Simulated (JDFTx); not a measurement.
# TiCo (Pm-3m) in JDFTx: further runs

Runs on TiCo. Level: PBE+U. Tasks: single point.

Everything below comes from runs of JDFTx 1.7.0 (patched build). Logs are shortened: lines on timing, memory, paths and dates and some standing lists are left out, and cuts for length are marked. The log counts tension as positive stress, the text compression.

**1. The structure**

Symmetry: Pm-3m, No. 221, cubic system. The conventional cell has a = 2.986 Å, b = 2.986 Å, c = 2.986 Å, α = 90.00°, β = 90.00°, γ = 90.00°. Co (site symmetry m-3m) is surrounded by 8 Ti at 2.59 Å. Ti (site symmetry m-3m) has 8 Co at 2.59 Å as nearest neighbours.

The cell comes from a database or a generator and needn't be the stable form of this composition.

**2. Single point, PBE+U, collinear spin, ferromagnetic start**

The input, TiCo.in:

```
include TiCo.lattice
coords-type Lattice
include TiCo.ionpos

ion-species pseudo/Co.upf
ion-species pseudo/Ti.upf
elec-cutoff 48 384
elec-ex-corr gga-PBE
kpoint-folding 9 9 9
elec-smearing Fermi 0.0018374661
elec-n-bands 23
spintype z-spin
initial-magnetic-moments Co 2 Ti 1
elec-initial-magnetization 3 no
add-U Co d 0.220496 Ti d 0.220496
electronic-SCF nIterations 100 energyDiffThreshold 1e-09
electronic-minimize nIterations 30 energyDiffThreshold 1e-7
converge-empty-states yes
forces-output-coords Cartesian

dump-name run.$VAR
dump End Ecomponents EigStats BandEigs Kpoints Forces Stress RhoAtom
```

The input, TiCo.lattice:

```
lattice \
    5.6429319488     0.0000000000     0.0000000000 \
    0.0000000000     5.6429319488     0.0000000000 \
    0.0000000000     0.0000000000     5.6429319488
```

The input, TiCo.ionpos:

```
ion Co     0.5000000000     0.5000000000     0.5000000000 1
ion Ti     0.0000000000     0.0000000000     0.0000000000 1
```

Potentials or basis: PseudoDojo-SR-PBE-0.5-standard with smoothed tails.

Command:

```
jdftx -c 1 -i TiCo.in -o TiCo.out
```

Log:

```text
*************** JDFTx 1.7.0 (patched build) ***************

Input parsed successfully to the following command list (including defaults):
[... the input with its defaults ...]

---------- Setting up symmetries ----------

Found 48 point-group symmetries of the bravais lattice
Found 48 space-group symmetries with basis
Applied RMS atom displacement 0 bohrs to make symmetries exact.

---------- Initializing the Grid ----------
R =
[      5.64293            0            0  ]
[            0      5.64293            0  ]
[            0            0      5.64293  ]
unit cell volume = 179.686
G =
[    1.11346          0          0  ]
[          0    1.11346          0  ]
[          0          0    1.11346  ]
Minimum fftbox size, Smin = [  52  52  52  ]
Chosen fftbox size, S = [  54  54  54  ]

---------- Initializing tighter grid for wavefunction operations ----------
R =
[      5.64293            0            0  ]
[            0      5.64293            0  ]
[            0            0      5.64293  ]
unit cell volume = 179.686
G =
[    1.11346          0          0  ]
[          0    1.11346          0  ]
[          0          0    1.11346  ]
Minimum fftbox size, Smin = [  36  36  36  ]
Chosen fftbox size, S = [  36  36  36  ]

---------- Exchange Correlation functional ----------
Initalized PBE GGA exchange.
Initalized PBE GGA correlation.

---------- Setting up pseudopotentials ----------
Width of ionic core gaussian charges (only for fluid interactions / plotting) set to 0

Reading pseudopotential file 'pseudo/Co.upf':
  'Co' pseudopotential, 'PBE' functional
  Generated using ONCVPSP code by D. R. Hamann
  17 valence electrons, 4 orbitals, 6 projectors, 1001 radial grid points, with lMax = 2
    3S    l: 0   occupation:  2.0   eigenvalue: -3.763303
    3P    l: 1   occupation:  6.0   eigenvalue: -2.412101
    3D    l: 2   occupation:  7.0   eigenvalue: -0.301498
    4S    l: 0   occupation:  2.0   eigenvalue: -0.201022
  Core radius for overlap checks: 1.60 bohrs.

Reading pseudopotential file 'pseudo/Ti.upf':
  'Ti' pseudopotential, 'PBE' functional
  Generated using ONCVPSP code by D. R. Hamann
  12 valence electrons, 4 orbitals, 6 projectors, 1001 radial grid points, with lMax = 2
    3S    l: 0   occupation:  2.0   eigenvalue: -2.301740
    3P    l: 1   occupation:  6.0   eigenvalue: -1.428110
    3D    l: 2   occupation:  2.0   eigenvalue: -0.156511
    4S    l: 0   occupation:  2.0   eigenvalue: -0.164159
  Core radius for overlap checks: 1.61 bohrs.

Initialized 2 species with 2 total atoms.

Folded 1 k-points by 9x9x9 to 729 k-points.

---------- Setting up k-points, bands, fillings ----------
Reduced to 35 k-points under symmetry.
Computing the number of bands and number of electrons
Calculating initial fillings.
nElectrons:  29.000000   nBands: 23   nStates: 70

----- Setting up reduced wavefunction bases (one per k-point) -----
average nbasis = 2853.754 , ideal nbasis = 2854.107

---------- Setting up ewald sum ----------
Optimum gaussian width for ewald sums = 2.005595 bohr.
Real space sum over 1331 unit cells with max indices [  5  5  5  ]
Reciprocal space sum over 2197 terms with max indices [  6  6  6  ]

---------- Allocating electronic variables ----------
Initializing wave functions:  linear combination of atomic orbitals
Note: number of bands (23) exceeds available atomic orbitals (20)
Co (M=2) pseudo-atom majority spin occupations:   s ( 1 0.5 )  p ( 3 )  d ( 5 )
Co (M=2) pseudo-atom minority spin occupations:   s ( 1 0 )  p ( 3 )  d ( 3.5 )
Ti (M=1) pseudo-atom majority spin occupations:   s ( 1 1 )  p ( 3 )  d ( 1.5 )
Ti (M=1) pseudo-atom minority spin occupations:   s ( 1 1 )  p ( 3 )  d ( 0.5 )
	FillingsUpdate:  mu: +0.936387614  nElectrons: 29.000000  magneticMoment: [ Abs: 0.33637  Tot: +0.33375 ]
LCAOMinimize: Iter:   0  F: -177.6944500418688335  |grad|_K:  3.000e-02  alpha:  1.000e+00
	FillingsUpdate:  mu: +0.789125186  nElectrons: 29.000000  magneticMoment: [ Abs: 0.37044  Tot: +0.36998 ]
LCAOMinimize: Iter:   1  F: -196.4366094957680673  |grad|_K:  1.093e-02  alpha:  3.109e-01  linmin: -8.728e-02  cgtest:  8.654e-01
LCAOMinimize: Encountered beta<0, resetting CG.
[... 76 lines of inner loops ...]
LCAOMinimize: Iter:  29  F: -200.3923223581319633  |grad|_K:  5.116e-04  alpha:  3.429e-01  linmin:  1.061e-02  cgtest: -7.341e-02
	FillingsUpdate:  mu: +0.681148156  nElectrons: 29.000000  magneticMoment: [ Abs: 3.71634  Tot: -0.18487 ]
LCAOMinimize: Iter:  30  F: -200.3948812300086786  |grad|_K:  2.295e-04  alpha:  5.408e-01  linmin: -1.151e-02  cgtest:  9.564e-02
LCAOMinimize: None of the convergence criteria satisfied after 30 iterations.

-------- Electronic minimization -----------
Will mix electronic density at each iteration.
	FillingsUpdate:  mu: +0.681148156  nElectrons: 29.000000  magneticMoment: [ Abs: 3.71634  Tot: -0.18487 ]
	FillingsUpdate:  mu: +0.656939148  nElectrons: 29.000000  magneticMoment: [ Abs: 3.71634  Tot: -0.18487 ]
SCF: Cycle:  0   F: -200.453091690677070   dF: -5.821e-02   |Residual|: 2.647e-01   |deigs|: 5.316e-02
	FillingsUpdate:  mu: +0.642143682  nElectrons: 29.000000  magneticMoment: [ Abs: 3.69199  Tot: -0.06092 ]
SCF: Cycle:  1   F: -200.482843416699865   dF: -2.975e-02   |Residual|: 1.375e-01   |deigs|: 5.012e-02
	FillingsUpdate:  mu: +0.642071102  nElectrons: 29.000000  magneticMoment: [ Abs: 3.73277  Tot: -0.24868 ]
SCF: Cycle:  2   F: -200.495106022251804   dF: -1.226e-02   |Residual|: 9.943e-02   |deigs|: 1.746e-02
	FillingsUpdate:  mu: +0.642908937  nElectrons: 29.000000  magneticMoment: [ Abs: 3.86955  Tot: -0.35439 ]
SCF: Cycle:  3   F: -200.496733139120039   dF: -1.627e-03   |Residual|: 7.159e-02   |deigs|: 5.444e-03
	FillingsUpdate:  mu: +0.643831471  nElectrons: 29.000000  magneticMoment: [ Abs: 3.99085  Tot: -0.45278 ]
SCF: Cycle:  4   F: -200.497126872552144   dF: -3.937e-04   |Residual|: 5.861e-02   |deigs|: 2.459e-03
	FillingsUpdate:  mu: +0.643963357  nElectrons: 29.000000  magneticMoment: [ Abs: 4.25655  Tot: -0.68024 ]
SCF: Cycle:  5   F: -200.497488936224812   dF: -3.621e-04   |Residual|: 2.084e-02   |deigs|: 5.693e-03
	FillingsUpdate:  mu: +0.643551537  nElectrons: 29.000000  magneticMoment: [ Abs: 4.17400  Tot: -0.58549 ]
SCF: Cycle:  6   F: -200.497506303902981   dF: -1.737e-05   |Residual|: 1.646e-02   |deigs|: 1.843e-03
	FillingsUpdate:  mu: +0.643584735  nElectrons: 29.000000  magneticMoment: [ Abs: 4.19518  Tot: -0.59781 ]
SCF: Cycle:  7   F: -200.497536966236567   dF: -3.066e-05   |Residual|: 9.592e-03   |deigs|: 6.986e-04
	FillingsUpdate:  mu: +0.644008842  nElectrons: 29.000000  magneticMoment: [ Abs: 4.24004  Tot: -0.63189 ]
SCF: Cycle:  8   F: -200.497550236502661   dF: -1.327e-05   |Residual|: 4.122e-03   |deigs|: 1.135e-03
	FillingsUpdate:  mu: +0.643942948  nElectrons: 29.000000  magneticMoment: [ Abs: 4.22947  Tot: -0.62112 ]
SCF: Cycle:  9   F: -200.497552193825953   dF: -1.957e-06   |Residual|: 8.071e-04   |deigs|: 3.299e-04
	FillingsUpdate:  mu: +0.643923112  nElectrons: 29.000000  magneticMoment: [ Abs: 4.23188  Tot: -0.62249 ]
SCF: Cycle: 10   F: -200.497552371260895   dF: -1.774e-07   |Residual|: 4.219e-04   |deigs|: 5.160e-05
	FillingsUpdate:  mu: +0.643903660  nElectrons: 29.000000  magneticMoment: [ Abs: 4.23094  Tot: -0.62129 ]
SCF: Cycle: 11   F: -200.497552423544420   dF: -5.228e-08   |Residual|: 2.000e-04   |deigs|: 2.990e-05
	FillingsUpdate:  mu: +0.643904364  nElectrons: 29.000000  magneticMoment: [ Abs: 4.23102  Tot: -0.62127 ]
SCF: Cycle: 12   F: -200.497552440429331   dF: -1.688e-08   |Residual|: 8.387e-05   |deigs|: 1.135e-05
	FillingsUpdate:  mu: +0.643901900  nElectrons: 29.000000  magneticMoment: [ Abs: 4.23085  Tot: -0.62109 ]
SCF: Cycle: 13   F: -200.497552444421899   dF: -3.993e-09   |Residual|: 5.394e-05   |deigs|: 7.293e-06
	FillingsUpdate:  mu: +0.643902937  nElectrons: 29.000000  magneticMoment: [ Abs: 4.23096  Tot: -0.62109 ]
SCF: Cycle: 14   F: -200.497552446005955   dF: -1.584e-09   |Residual|: 1.525e-05   |deigs|: 3.856e-06
	FillingsUpdate:  mu: +0.643902856  nElectrons: 29.000000  magneticMoment: [ Abs: 4.23098  Tot: -0.62109 ]
SCF: Cycle: 15   F: -200.497552446325642   dF: -3.197e-10   |Residual|: 5.028e-06   |deigs|: 2.604e-06
	FillingsUpdate:  mu: +0.643902913  nElectrons: 29.000000  magneticMoment: [ Abs: 4.23099  Tot: -0.62109 ]
SCF: Cycle: 16   F: -200.497552446432337   dF: -1.067e-10   |Residual|: 3.413e-06   |deigs|: 2.276e-06
SCF: Converged (|Delta E|<1.000000e-09 for 2 iters).

Setting wave functions to eigenvectors of Hamiltonian
Converging empty states (this may take a while): |deigs|: 5.665e-05

# Stress tensor in Cartesian coordinates [Eh/a0^3]:
[  -0.00132538            0            0  ]
[            0  -0.00132538            0  ]
[            0            0  -0.00132538  ]

# Ionic positions in lattice coordinates:
ion Co   0.500000000000000   0.500000000000000   0.500000000000000 1
ion Ti   0.000000000000000   0.000000000000000   0.000000000000000 1

# Forces in Cartesian coordinates:
force Co   0.000000000000000   0.000000000000000   0.000000000000000 1
force Ti   0.000000000000000   0.000000000000000  -0.000000000000000 1

# Energy components:
   Eewald =     -137.8485243577485448
       EH =       54.5737081158544584
     Eloc =     -165.7246674192566616
      Enl =      -18.4729824683801453
      Exc =      -36.9636106849874793
 Exc_core =       11.5890795972105636
       KE =       92.1140508118817678
        U =        0.2355865308485940
-------------------------------------
     Etot =     -200.4973598745774552
       TS =        0.0001925718548756
-------------------------------------
        F =     -200.4975524464323371

IonicMinimize: Iter:   0  F: -200.497552446432337  |grad|_K:       -nan
IonicMinimize: None of the convergence criteria satisfied after 0 iterations.

#--- Lowdin population analysis ---
# oxidation-state Co +0.207
# magnetic-moments Co +1.975
# oxidation-state Ti +0.149
# magnetic-moments Ti -2.416

Dumping 'run.eigStats' ...
	eMin: -2.888059 at state 4 ( [ +0.000000 +0.000000 +0.444444 ] spin 1 )
	HOMO: +0.642665 at state 67 ( [ +0.333333 +0.333333 +0.444444 ] spin -1 )
	mu  : +0.643903
	LUMO: +0.647319 at state 66 ( [ +0.333333 +0.333333 +0.333333 ] spin -1 )
	eMax: +1.242232 at state 15 ( [ +0.111111 +0.111111 +0.111111 ] spin 1 )
	HOMO-LUMO gap: +0.004654
	Optical gap  : +0.019707 at state 42 ( [ +0.000000 +0.111111 +0.333333 ] spin -1 )
Done!
[note: the HOMO, LUMO and gaps printed at the end count levels as full or empty at half filling, so they show a gap where a level is partly filled]
```

It took 3 min on 1 thread of Intel Xeon 6975P-C (Granite Rapids), shared host; peak memory 0.23 GiB.

Results:

```
Free energy            : -5455.8163 eV
Pressure               : 39.0 GPa
Band gap on the k mesh : none (metal or under the smearing width)
Net moment             : -0.62 μB per cell
Absolute moment        : 4.23 μB per cell
Site moments           : Co +1.98; Ti -2.42 μB
```

Eigenvalues of the final occupation matrices:
| site | spin | trace | eigenvalues |
| --- | --- | --- | --- |
| atom 1 Co | 1 | 4.92 | 0.98 0.98 0.98 0.99 0.99 |
| atom 1 Co | 2 | 3.08 | 0.14 0.14 0.94 0.94 0.94 |
| atom 2 Ti | 1 | 0.63 | 0.09 0.09 0.15 0.15 0.15 |
| atom 2 Ti | 2 | 3.15 | 0.53 0.53 0.53 0.78 0.78 |

Caveat: a pressure of tens of GPa on the cell as given is suspect, and the run, the potentials or the cell itself is likely at fault; the U is typed as a test and isn't derived for this compound. The state reached can hang on the start; a lower one may exist.

**3. Single point, PBE+U, collinear spin, ferromagnetic start**

Changes to TiCo.in since step 2:

```diff
@@ -14,3 +14,3 @@
 elec-initial-magnetization 3 no
-add-U Co d 0.220496 Ti d 0.220496
+add-U Co d 0.293995 Ti d 0.293995
 electronic-SCF nIterations 100 energyDiffThreshold 1e-09
```

TiCo.lattice is that of step 2.

TiCo.ionpos is that of step 2.

Potentials or basis: PseudoDojo-SR-PBE-0.5-standard with smoothed tails.

Command:

```
jdftx -c 1 -i TiCo.in -o TiCo.out
```

Wall time 2.6 min (1 thread of Intel Xeon 6975P-C (Granite Rapids), shared host); peak memory 0.23 GiB.

The run converged. Its results:

```yaml
Free_energy: -5453.4365 eV
Pressure: 84.0 GPa
Band_gap_on_the_k_mesh: none (metal or under the smearing width)
Net_moment: 4.62 μB per cell
Absolute_moment: 4.62 μB per cell
Site_moments: Co +1.88; Ti +2.63 μB
```

Levels at points of the mesh, in eV from the Fermi level:
Spin up:
| k point | band 14 | band 15 | band 16 | band 17 | band 18 | band 19 |
| --- | --- | --- | --- | --- | --- | --- |
| (0.00, 0.00, 0.00) | -6.07 | -0.31 | -0.31 | -0.31 | 2.98 | 2.98 |
Spin down:
| k point | band 9 | band 10 | band 11 | band 12 | band 13 | band 14 | band 15 | band 16 |
| --- | --- | --- | --- | --- | --- | --- | --- | --- |
| (0.00, 0.00, 0.00) | -8.14 | -4.58 | -4.58 | -4.58 | 1.47 | 1.47 | 5.33 | 5.33 |

Eigenvalues of the final occupation matrices:
```csv
site,spin,trace,eigenvalues
atom 1 Co,1,4.91,0.97 0.97 0.97 0.99 0.99
atom 1 Co,2,2.98,0.02 0.02 0.98 0.98 0.98
atom 2 Ti,1,2.98,0.10 0.10 0.93 0.93 0.93
atom 2 Ti,2,0.44,0.07 0.07 0.10 0.10 0.10
```

Caveat: a pressure of tens of GPa on the cell as given is suspect, and the run, the potentials or the cell itself is likely at fault; the U is typed as a test and isn't derived for this compound. The state reached can hang on the start; a lower one may exist.
